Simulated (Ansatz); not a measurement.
Wanted: the native input for an Ansatz 0.2.0 run.

| Property | Result |
| --- | --- |
| Task | electrostatic potential |
| Functional | r2SCAN |
| Dispersion | D4 |
| Potentials or basis | Ansatz PAW |
| Cutoff | 500 eV (not typed: the program's choice for these potentials) |
| k mesh | 11 × 11 × 10 |
| Occupations | fermi-dirac, width 0.05 eV |
| Spin | no spin polarisation |

The system is Ge.

```xyz
1
Lattice="1.2970 -2.4141 0.0000 1.2970 2.4141 0.0000 0.0000 0.0000 2.5048" Properties=species:S:1:pos:R:3 pbc="T T T"
Ge    1.2970    0.0000    0.0000
```

This isn't the form of Ge at room conditions, which is diamond.

The cell isn't the ideal one: volume scaled by 0.8.

The input as run:

input.yaml

```yaml
crystal:
  lattice:
    - [1.2969982395, -2.4141052054, 0.0]
    - [1.2969982395, 2.4141052054, 0.0]
    - [0.0, 0.0, 2.504815776]
  atoms:
    - { symbol: Ge, position: [0.5, 0.5, 0.0] }
hamiltonian:
  xc: r2scan
  pseudopotentials: { kind: paw }
  dispersion: d4
kpoints:
  mp_grid: { grid: [11, 11, 10] }
scf:
  occupations: { method: fermi_dirac, width: 0.05 }
output:
  forces: true
  stress: true
  eigenvalues: true
  write_density: true
  write_potential: true
  elf: true
  volumetric_format: npy
```

Potentials or basis: Ansatz PAW.

Command:

```bash
$ ansatz run input.yaml --threads 2 --pin off --max-ram 5632MiB --backend cpu --events-out ev --progress --plain --runs-dir out
```

Results of the run:

The pressure is 17.8 GPa and the band gap on the k mesh is none (metal or under the smearing width).

Caveat: so large a pressure means that the cell lies far from this level's equilibrium, or that cutoff or potentials fall short; pairwise dispersion overbinds metals, which lowers pressure and volume; the PAW data sets come from PBE, with cores solved anew for the run's functional, which leaves a small shift of forces and pressure.

Run time: 3.5 s on 2 threads of Arm Neoverse V2, on a shared host, peak memory 0.35 GiB.
